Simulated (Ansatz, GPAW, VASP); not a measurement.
## One calculation of BN, 4 ways

```
N B
1.0
     0.00000    1.81300    1.81300
     1.81300    0.00000    1.81300
     1.81300    1.81300    0.00000
N B
1 1
Direct
  0.25000 0.25000 0.25000
  0.00000 0.00000 0.00000
```

The cell is a database's computed one, not the measured one.

Alike in all runs: task single point; functional RPBE; k mesh 13 × 13 × 13; occupations gaussian, width 0.02 eV; no spin polarisation; no spin-orbit coupling. Pressure is positive in compression and, in plane waves, holds the error of the finite cutoff, which Ansatz's Pulay term estimates and takes out.

| program and potentials | plane-wave cutoff (eV) | notes | pressure (GPa) |
| --- | --- | --- | --- |
| Ansatz, Ansatz PAW | 420 | potentials made for PBE, which Ansatz adapts in part; Pulay term of +0.94 GPa included | 5.42 |
| GPAW, the program's PAW data sets (release 1.2.1) made for this functional | 800 | - | 4.26 |
| VASP, PBE PAW files B, N, release 54, 520 eV | 520 | potentials made for PBE | 5.62 |
| Ansatz, all-electron LAPW, scalar-relativistic | - | - | 5.38 |

The pressure spans 4.26 (GPAW, the program's PAW data sets (release 1.2.1) made for this functional) to 5.62 GPa (VASP, PBE PAW files B, N, release 54, 520 eV), with all-electron results at 5.38. Some sets were made for another functional than the one run, which can shift their rows.

The functional is the same throughout but for its coding, so the spread measures potentials, basis and numerics; runs on potential files found faulty are left out.
